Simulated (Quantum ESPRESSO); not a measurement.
**Al2Cu under changes of volume**

One of the cells (16.242 Å³/atom); the others are scaled copies at fixed shape and fractional positions:

```
Cu Al
1.0
     4.10518    0.00000    0.00000
     0.00000    4.10518    0.00000
     0.00000    0.00000    2.89131
Cu Al
1 2
Direct
  0.00000 0.00000 0.00000
  0.00000 0.50000 0.50000
  0.50000 0.00000 0.50000
```

The cell comes from a database or a generator and needn't be the stable form of this composition.

- Program: Quantum ESPRESSO 7.5
- Functional: PBE
- Potentials or basis: SSSP 1.3 efficiency PBE
- Cutoff: 748 eV
- Density cutoff: 5987 eV
- k mesh: 7 × 7 × 9
- Occupations: fermi-dirac, width 0.05 eV
- Spin: no spin polarisation

```csv
volume (Å³/atom),energy over the lowest point (meV/atom),pressure (GPa)
15.267,22.17,7.0
15.592,10.25,4.6
15.917,3.03,2.4
16.242,0.00,0.4
16.567,?,?
16.892,4.68,-2.8
17.216,11.67,-4.2
```

Problem. What does the run at 16.567 Å³/atom give?

Solution. Energy over the lowest point 0.68 meV/atom; pressure -1.3 GPa.

Worked out: A Birch-Murnaghan fit of order 3 (a polynomial in V^(-2/3)) to the other rows has its minimum at 16.34 Å³/atom with B0 = V·E''(V) = 89 GPa and B' = 4.7 at fixed shape and positions, which overstates the stiffness. It gives 0.67 meV/atom at 16.567 Å³/atom, against the run's 0.68, and -dE/dV = -1.2 GPa, against -1.3.

Energies are extrapolated to zero smearing.
